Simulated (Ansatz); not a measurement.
TiCo under pressure: fit and missing row

TiCo, Pm-3m, a = 2.939 Å. The structure is a Materials Project entry; whether it is the stable form wasn't checked. Ansatz: PBEsol, PAW, 420 eV, Γ-centred 14×14×14 mesh on 2 atoms, Gaussian smearing 0.10 eV; collinear spin, largest moment 0.7 μB. Cell and atoms are relaxed at each pressure, and no other structure is tried, so the rows at high pressure may lie past a change of phase.

| V (Å³/atom) | P (GPa) |
| --- | --- |
| ? | 90.00 |
| 10.561 | 50.01 |
| 11.390 | 25.01 |
| 11.971 | 12.05 |
| 12.421 | 4.01 |
| 12.617 | 1.01 |
| 12.687 | 0.01 |
| 12.760 | -1.00 |

Question: Take V0 = 12.687 Å³/atom, count pressures from its P0 = 0.01 GPa, fit the third-order Birch–Murnaghan form to the other rows, and predict the missing volume.

Answer: With the Eulerian strain f = ½[(V0/V)^(2/3) − 1] and y = (P − P0)/[3f(1 + 2f)^(5/2)], the form is the line y = B0 + 1.5 B0 (B0′ − 4) f. Rows (f, y): 0.06503, 188.8; 0.03727, 186.8; 0.01974, 184.6; 0.00711, 181.0; 0.00185, 178.5; -0.00191, 178.0. Means f = 0.02152, y = 182.95; Σ(Δf)² = 0.003288, ΣΔfΔy = 0.5438; the slope is their ratio. y = 179.4 + 165.4 f GPa, so B0 = 179.4 GPa and B0′ = 4 + 2 × (165.4)/(3 × 179.4) = 4.61. P = 90.00 GPa is met at f = 0.09802 (y = 195.61), so V = V0 (1 + 2f)^(−3/2) = 9.699 Å³/atom. The run gave 9.648 Å³/atom, so the fit is 0.051 Å³/atom too high, 1.6 % of the span of the series, against an rms of 0.005 Å³/atom on the fitted rows. The row lies outside the fitted range. A fourth-order term fitted to the same rows gives P = 87.42 GPa at this row's volume (the line 92.93, the run 90.00), no gain. The records add, with no proof that it causes the miss: the largest moment runs from 0.00 to 0.67 μB along the series. With a term in f² added B0′ becomes 5.27, so this figure hangs on the form.

The largest moment runs from 0.00 to 0.67 μB along the series, so B0 and B0′ hold the change of the moment too.

The mesh isn't the same in all rows (14×14×14, 16×16×16).